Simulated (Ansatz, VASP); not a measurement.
Cl in VASP and in Ansatz

```
Cl
1.0
     0.00000    3.28891    3.28891
     3.28891    0.00000    3.28891
     3.28891    3.28891    0.00000
Cl
2
Cartesian
  0.0000 0.0000 0.0000
  1.6445 1.6445 1.6445
```

Change from the starting cell: volume scaled by 1.05.

Alike in both runs: task single point; functional PBE; k mesh 14 × 14 × 14; occupations fermi-dirac, width 0.08 eV; no spin polarisation.

|  | VASP | Ansatz |
| --- | --- | --- |
| version | VASP 6.6.1 | Ansatz 0.2.0 |
| potentials or method | VASP PAW PBE potentials, release 64 (Cl), cutoff 520 eV | all-electron LAPW, scalar-relativistic |

```csv
,VASP,Ansatz,Ansatz less VASP
pressure (GPa),-0.8,-0.7,+0.06
```

Ansatz ran all-electron here, so the differences hold the error of VASP's frozen core and of both bases.
